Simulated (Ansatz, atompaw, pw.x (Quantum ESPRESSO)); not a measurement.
# La (Z = 57): one change to the PAW (atompaw) potential, in the atom and in the fcc crystal

* Element: La
* Generator: atompaw 4.2.0.5
* Type: PAW
* Functional: PBE
* Relativity: scalar-relativistic
* Frozen core: [Kr] 4d10
* Valence charge: 11
* Reference configuration: 4f0 5s2 5p6 5d1.5 6s1.5 6p0
* Partial waves: 5s (bound): rc 1.85 bohr; 6s (bound): rc 3.00 bohr; 5p (bound): rc 2.30 bohr; 6p (bound, empty): rc 3.00 bohr; 5d (bound): rc 3.00 bohr; 5d channel at 0.55 Ry: rc 3.00 bohr; 4f (bound, empty): rc 1.60 bohr; 4f channel at 3.8 Ry: rc 1.60 bohr
* Local potential: bessel scheme, radius 2.55 bohr
* Core correction: smooth core density matched at 2.20 bohr
* Augmentation charge: sinc compensation charge, radius 2.50 bohr; PAW radius 3.00 bohr; waves and projectors: custom polynom2 7 10 vanderbiltortho

Change: all radii scaled by about 0.92 (s 1.70, p 2.12, d 2.76, f 1.48 bohr); local potential bessel scheme, radius 2.34 bohr; augmentation sinc compensation charge, radius 2.30 bohr; PAW radius 2.76 bohr; waves and projectors: custom polynom2 7 10 vanderbiltortho; core correction smooth core density matched at 2.02 bohr.

Cutoffs, loose and tight: the cutoffs (Ry, on a coarse ladder) from which the occupation-weighted sum of valence levels, in a spherical-Bessel basis at the reference potential, stays within 10 and 1 mRy of its value at 400 Ry. They see the waves, projectors and local potential, not the compensation charge or the core.

Crystal test: fcc La in pw.x 7.5, no spin, 11³ k-points, Fermi–Dirac smearing 0.01 Ry, cutoffs set for each file from its atomic test. The reference is all-electron LAPW (Ansatz 0.2.0) with the same functional, mesh and smearing; V0 and B0 come from Birch–Murnaghan fits to the pressures at five volumes. Errors are pseudo minus all-electron; Δ is the rms difference of the E(V) curves that follow from these fits, minima aligned, over ±6 % about the mean V0. Mesh and smearing are coarse, so the numbers serve the comparison and aren't converged zero-temperature values; the lattice is a test structure that the element need not adopt.

All-electron: a0 = 5.299 Å (V0 = 37.20 Å³/atom), B0 = 25.0 GPa.

Q: Does the change bring the crystal closer to the all-electron result?

A: The mean pressure error goes from +0.46 to +6.34 GPa, so the change moves the solid further from the all-electron pressures.

```tsv
quantity	base	changed
outcome (atom)	generated	generated
cutoff, loose (atom)	18 Ry	18 Ry
cutoff, tight (atom)	35 Ry	35 Ry
bound ghosts (atom)	none	s
cutoffs in pw.x (Ry)	45/450	45/450
a0 (Å)	5.327	–
a0 error (%)	+0.53	–
B0 error (%)	+5.6	–
Δ (meV/atom)	3.4	–
mean pressure error (GPa)	+0.46	+6.34
```

A dash: not determined, or the minimum lies outside the volumes sampled.

Base: This is a poor potential for the solid. The cutoffs count occupied waves only; the empty 4f level needs 80 Ry at the loose tolerance. Changed file: This is a poor potential for the solid. Note: ghost state, extra bound levels that the all-electron valence spectrum of the same l lacks: s at -10.2 eV. A true bound ghost makes a file unfit for plane-wave use. The cutoffs count occupied waves only; the empty 4f level needs 200 Ry at the loose tolerance. The atomic cutoffs weigh occupied waves only.
